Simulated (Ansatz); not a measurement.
The calculation used DFT PBE, scalar-relativistic, plane waves, PAW (Ansatz). Settings: cutoff 420 eV, Γ-centred meshes spaced at most about 0.3 Å⁻¹, and about 0.25 Å⁻¹ or finer for metals (2π included), Gaussian smearing. No spin polarisation.

Each guess is relaxed in cell and atoms at zero pressure, on a coarse mesh first where it starts far from rest and then on a converged one. The steps can't lower the symmetry of the start, but it can rise. Energies are static (0 K, no zero-point motion).

Two unrelaxed guesses for GaSb4:

A.

```xyz
5
Lattice="-3.2859 3.2859 3.2859 3.2859 -3.2859 3.2859 3.2859 3.2859 -3.2859" Properties=species:S:1:pos:R:3 pbc="T T T"
Ga    0.0000    0.0000    0.0000
Sb    1.6430    1.6430   -1.6430
Sb    1.6430   -1.6430    1.6430
Sb   -1.6430    1.6430    1.6430
Sb    1.6430    1.6430    1.6430
```

B.

```xyz
5
Lattice="5.3327 0.0000 0.0000 0.0000 5.3327 0.0000 0.0000 0.0000 5.3327" Properties=species:S:1:pos:R:3 pbc="T T T"
Ga    0.0000    0.0000    0.0000
Sb    1.3332    1.3332    1.3332
Sb    3.9995    3.9995    1.3332
Sb    1.3332    3.9995    3.9995
Sb    3.9995    1.3332    3.9995
```

Task: Where do they end, and which end is lower?

Result: A ends lower, by 184 meV/atom. A: Im-3m at 28.4 Å³/atom → Im-3m at 29.8 Å³/atom; B: P-43m at 30.3 Å³/atom → P-43m at 30.4 Å³/atom. Counting Sb atoms around Ga (those within 1.25 times the shortest such distance or 1.15 times the sum of covalent radii, 1.27 where that leaves under three), the end of A has Ga 8 and the end of B has Ga 4. End of A. Conventional cell: a = 6.677 Å. Ga is surrounded by 8 Sb at 2.89 Å; around Sb lie 2 Ga at 2.89 Å and 6 Sb at 3.34 Å. End of B. Conventional cell: a = 5.338 Å. Around Ga lie 4 Sb at 2.73 Å; around Sb lie 1 Ga at 2.73 Å and 3 Sb at 3.09 Å.

Ends held by symmetry can be saddle points. Neither end is the lowest form computed: that has space group P4/mmm (No. 123) and lies 111 meV/atom below the better end. Even the lowest of the cells shown lies +0.23 eV/atom against the elements. Spin–orbit coupling, which can matter for Sb, is left out. Some types were kept out of the candidates beforehand, so the set may lack a known form.
